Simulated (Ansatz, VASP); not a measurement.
## Two plane-wave programs on ZnO (k07)

```
CELL_PARAMETERS angstrom
3.27948 0.00000 0.00000
-1.63974 2.84011 0.00000
0.00000 0.00000 5.29374
ATOMIC_POSITIONS crystal
Zn 0.33333 0.66667 0.49997
Zn 0.66667 0.33333 0.99997
O 0.66667 0.33333 0.37904
O 0.33333 0.66667 0.87904
```

Alike in both runs: functional PBE; k mesh 15 × 15 × 8; occupations gaussian, width 0.02 eV; no spin polarisation.

Ansatz relaxed the structure, and its values are those at the end. VASP's run is a single point on that final structure, the one shown.

|  | VASP | Ansatz |
| --- | --- | --- |
| version | VASP 6.6.1 | Ansatz 0.2.0 |
| potentials or method | VASP PAW PBE potentials, release 64 (Zn, O) | scalar-relativistic, plane waves, PAW |
| plane-wave cutoff (eV) | 520 | 420 |
| valence electrons in the cell | 36 | 36 |

|  | VASP | Ansatz | Ansatz less VASP |
| --- | --- | --- | --- |
| gap on the k mesh at the Fermi level (eV) | 0.73 | 0.74 | +0.016 |
| least direct gap on the mesh (eV) | 0.73 | 0.74 | +0.016 |
| pressure (GPa) | 0.9 | 0.0 | -0.89 |

The functional is the same, so the differences come from potentials, cutoffs and numerics.

Caveats: an odd mesh through Γ misses points on the zone boundary, where band edges often lie. PBE gaps usually lie below the measured ones, often by a third to a half.
